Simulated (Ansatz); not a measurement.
# PPb2: the cost of one run

Method: DFT PBE, scalar-relativistic, plane waves, PAW, in Ansatz 0.2.0.

**1. Starting point**

The structure is cubic, space group Fd-3m (No. 227). The conventional cell has a = 9.475 Å, b = 9.475 Å, c = 9.475 Å, α = 90.00°, β = 90.00°, γ = 90.00°. P (site symmetry -43m) has 4 Pb at 2.05 Å as nearest neighbours. Pb (site symmetry -3m) is surrounded by 2 P at 2.05 Å.

As a file:

```cif
data_structure
_symmetry_space_group_name_H-M 'Fd-3m:1'
_symmetry_Int_Tables_number 227
_cell_length_a 9.4753
_cell_length_b 9.4753
_cell_length_c 9.4753
_cell_angle_alpha 90.000
_cell_angle_beta 90.000
_cell_angle_gamma 90.000
_cell_volume 850.71
loop_
_atom_site_label
_atom_site_type_symbol
_atom_site_symmetry_multiplicity
_atom_site_Wyckoff_symbol
_atom_site_fract_x
_atom_site_fract_y
_atom_site_fract_z
_atom_site_occupancy
P1 P 8 a 0.50000 0.00000 0.50000 1
Pb1 Pb 16 c 0.12500 0.12500 0.12500 1
```

This is candidate A: beta-cristobalite type (Fd-3m, No. 227).

(A quick probe on a coarse mesh, which set the mesh and smearing, is not shown.)

**3. A loose first relaxation (candidate A)**

input.yaml

```yaml
crystal:
  lattice:
    - [0.0, 4.7376547326, 4.7376547326]
    - [4.7376547326, 0.0, 4.7376547326]
    - [4.7376547326, 4.7376547326, 0.0]
  atoms:
    - { symbol: P, position: [0.5, 0.5, 0.5] }
    - { symbol: P, position: [0.75, 0.75, 0.75] }
    - { symbol: Pb, position: [0.625, 0.625, 0.625] }
    - { symbol: Pb, position: [0.125, 0.625, 0.625] }
    - { symbol: Pb, position: [0.625, 0.625, 0.125] }
    - { symbol: Pb, position: [0.625, 0.125, 0.625] }
basis:
  ecutwfc: 420
kpoints:
  mp_grid: { grid: [4, 4, 4] }
hamiltonian:
  xc: pbe
scf:
  occupations: { method: gaussian, width: 0.1 }
  lower_state_search: "off"
output:
  forces: true
  stress: true
  eigenvalues: true
relax:
  adjacent_minimum: "off"
  f_tol: 0.04
  max_steps: 70
  cell: { stress_tol: 0.4 }
```

Launch:

```
$ ansatz run input.yaml --threads 1 --pin off --max-ram 2560MiB --backend cpu --events-out ev --progress --plain --runs-dir out
```

**Question.** How long does this run take on 1 thread of Intel Xeon 6975P-C (Granite Rapids), shared host, and how much memory does it need?

About 40 s, with a peak of 0.69 GiB.
